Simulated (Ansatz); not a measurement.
**Wurtzite BeO**

These are rVV10 in Ansatz (PAW) values and carry that method's errors.

Run with plane-wave cutoff 520 eV, 18×18×8 k mesh (along the axes of the cell as run), Fermi–Dirac smearing 0.01 eV, scalar-relativistic PAW data made under PBE.

Cell: relaxed at this level.

For wurtzite BeO, the equilibrium volume per atom is 7.04 Å³/atom. The bulk modulus B0 comes out as 210 GPa, the lattice parameter a comes out as 2.715 Å and the lattice parameter c is 4.414 Å. The band gap is 7.45 eV (direct) and the width of the whole s-p valence band comes out as 18.51 eV. The pressure derivative B′ of the bulk modulus is 3.7.

Measured, for comparison: band gap 11.29 eV (zero-point renormalisation of 699 meV (computed, non-adiabatic AHC, without the lattice-expansion part) added back here; inputs from Miglio et al. (2020), arXiv:2011.12765); bulk modulus 212 GPa (room temperature, no zero-point or thermal correction, K' fixed at 4, our sources range from 212 to 224; as tabulated in High-pressure and high-temperature crystal chemistry of beryllium oxide (Scilit …); lattice constant a 2.698 Å, lattice parameter c 4.377 Å (temperature not stated, no zero-point or thermal correction; as tabulated in Wikipedia's data pages). Computed (rounded) less measured: band gap -3.84 eV, bulk modulus -0.9 % (-0.9 % to -6 % over the range), lattice constant a +0.6 %, lattice parameter c +0.8 %.

Note: the bulk modulus comes from volumes at which shape and atoms were relaxed.

Static lattice: no zero-point or thermal effects.

It cost about 2.9 core-minutes (a rough figure) of CPU time.

Ansatz is a first-principles code.
